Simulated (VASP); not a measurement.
# NiO: equation of state with PBE

The system is NiO.

```xyz
2
Lattice="0.0000 2.2406 2.2406 2.2406 0.0000 2.2406 2.2406 2.2406 0.0000" Properties=species:S:1:pos:R:3 pbc="T T T"
Ni    0.0000    0.0000    0.0000
O     3.3609    3.3609    3.3609
```

The cell was built by a generator and needn't be a form met in nature.

```
Program                : VASP 6.6.1
Task                   : equation of state
Functional             : PBE
Potentials or basis    : VASP PAW PBE potentials, release 64 (Ni, O)
Cutoff                 : 520 eV
k mesh                 : 10 × 10 × 10
Occupations            : fermi-dirac, width 0.05 eV
Spin                   : collinear spin, ferromagnetic start
Starting moments       : [1.0, 0.0] μB
Further INCAR settings : ALGO = Normal; EDIFF = 1e-07; NBANDS = 19
```

The equilibrium volume is 11.28 Å³/atom and the bulk modulus is 142 GPa. The pressure derivative of the bulk modulus is 3.6.

Energy against volume, from the lowest point:
```tsv
volume (Å³/atom)	energy (meV/atom)
10.574	21.83
10.799	9.84
11.024	2.71
11.249	0.00
11.474	1.35
11.699	6.40
11.924	14.79
```

All runs of the series together: 3.5 min on 1 thread of AMD EPYC 9R45 (Zen 5) (shared host).
